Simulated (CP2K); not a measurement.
A run of CP2K 2026.2:

zrh2_scf.inp

```
&GLOBAL
  PROJECT zrh2_scf
  RUN_TYPE ENERGY_FORCE
  PRINT_LEVEL LOW
&END GLOBAL
&FORCE_EVAL
  METHOD QS
  STRESS_TENSOR ANALYTICAL
  &DFT
    BASIS_SET_FILE_NAME BASIS_MOLOPT_UZH
    POTENTIAL_FILE_NAME POTENTIAL_UZH
    &MGRID
      CUTOFF 550
      REL_CUTOFF 60
      NGRIDS 5
    &END MGRID
    &QS
      METHOD GPW
      EPS_DEFAULT 1.0E-10
    &END QS
    &KPOINTS
      SCHEME MONKHORST-PACK 10 10 10
      GAMMA_CENTERED T
      SYMMETRY T
      SYMMETRY_BACKEND SPGLIB
    &END KPOINTS
    &SCF
      SCF_GUESS ATOMIC
      EPS_SCF 1.0E-6
      MAX_SCF 100
      ADDED_MOS 15
      CHOLESKY OFF
      EPS_EIGVAL 1.0E-7
      &DIAGONALIZATION ON
        ALGORITHM STANDARD
      &END DIAGONALIZATION
      &MIXING ON
        METHOD BROYDEN_MIXING
        ALPHA 0.4
        BETA 1.5
        NBUFFER 8
      &END MIXING
      &SMEAR ON
        METHOD FERMI_DIRAC
        ELECTRONIC_TEMPERATURE [K] 580.226
      &END SMEAR
    &END SCF
    &XC
      &XC_FUNCTIONAL
        &GGA_X_PBE_SOL
        &END GGA_X_PBE_SOL
        &GGA_C_PBE_SOL
        &END GGA_C_PBE_SOL
      &END XC_FUNCTIONAL
    &END XC
    &PRINT
      &KPOINTS ON
      &END KPOINTS
      &MULLIKEN ON
      &END MULLIKEN
      &MO ON
        ENERGIES T
        OCCUPATION_NUMBERS T
        &EACH
          QS_SCF 0
        &END EACH
        ADD_LAST NUMERIC
      &END MO
      &LOWDIN ON
      &END LOWDIN
      &HIRSHFELD ON
        SHAPE_FUNCTION DENSITY
      &END HIRSHFELD
    &END PRINT
  &END DFT
  &SUBSYS
    &CELL
      A 3.4071586698 0.0000000000 0.0000000000
      B 1.7035793349 2.9506859628 0.0000000000
      C 1.7035793349 0.9835619876 2.7819334046
      PERIODIC XYZ
    &END CELL
    &COORD
      SCALED
      Zr  0.0000000000 0.0000000000 0.0000000000
      H   0.2500000000 0.2500000000 0.2500000000
      H   0.7500000000 0.7500000000 0.7500000000
    &END COORD
    &KIND Zr
      BASIS_SET TZVP-MOLOPT-PBE-GTH-q12
      POTENTIAL GTH-PBE-q12
    &END KIND
    &KIND H
      BASIS_SET TZVP-MOLOPT-PBE-GTH-q1
      POTENTIAL GTH-PBE-q1
    &END KIND
    &PRINT
      &ATOMIC_COORDINATES ON
      &END ATOMIC_COORDINATES
      &CELL ON
      &END CELL
    &END PRINT
  &END SUBSYS
  &PRINT
    &FORCES ON
    &END FORCES
    &STRESS_TENSOR ON
    &END STRESS_TENSOR
  &END PRINT
&END FORCE_EVAL
```

Potentials or basis: POTENTIAL_UZH Zr GTH-PBE-q12, H GTH-PBE-q1; TZVP-MOLOPT-PBE-GTH basis.

The run is started by

```bash
$ OMP_NUM_THREADS=1 cp2k.psmp -i zrh2_scf.inp -o zrh2_scf.out
```

Hardware: 1 thread of Intel(R) Xeon(R) Platinum 8375C CPU @ 2.90GHz (Ice Lake), with other jobs on the host.

Problem. Estimate the wall time of this run.

Solution. Run time: 2.7 min on 1 thread of Intel(R) Xeon(R) Platinum 8375C CPU @ 2.90GHz (Ice Lake) (shared host), peak memory 0.43 GiB. Counts: scf iterations 11, k points 47, basis 47, bands 22, force evaluations 1.
